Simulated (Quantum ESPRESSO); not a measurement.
The system is TiTe.

```xyz
2
Lattice="0.0000 3.3106 3.3106 3.3106 0.0000 3.3106 3.3106 3.3106 0.0000" Properties=species:S:1:pos:R:3 pbc="T T T"
Ti    0.0000    0.0000    0.0000
Te    1.6553    1.6553    1.6553
```

The cell comes from a database or a generator and needn't be the stable form of this composition.

Base run:

```yaml
Program: Quantum ESPRESSO 7.5
Functional: LDA
Potentials_or_basis: GBRV 1.5 LDA
Cutoff: 612 eV
Density_cutoff: 4898 eV
k_mesh: 5 × 5 × 5
Occupations: gaussian, width 0.05 eV
Spin: collinear spin, ferromagnetic start
Starting_moments: "[2.0, 0.0] μB"
Hubbard_terms: Ti d U = 6 eV
```

Its results: band gap on the k mesh none (metal or under the smearing width); pressure -5.0 GPa; net moment 2.00 μB per cell; site moments Ti +1.74; Te -0.16 μB.

Problem. The run is repeated on the same cell with these changes: hubbard terms from Ti d U = 6 eV to Ti d U = 1 eV. What comes out?

Solution. Band gap on the k mesh none (metal or under the smearing width); pressure -5.4 GPa; net moment 2.00 μB per cell; site moments Ti +1.64; Te -0.06 μB.

Caveats: the U is typed as a test and isn't derived for this compound.
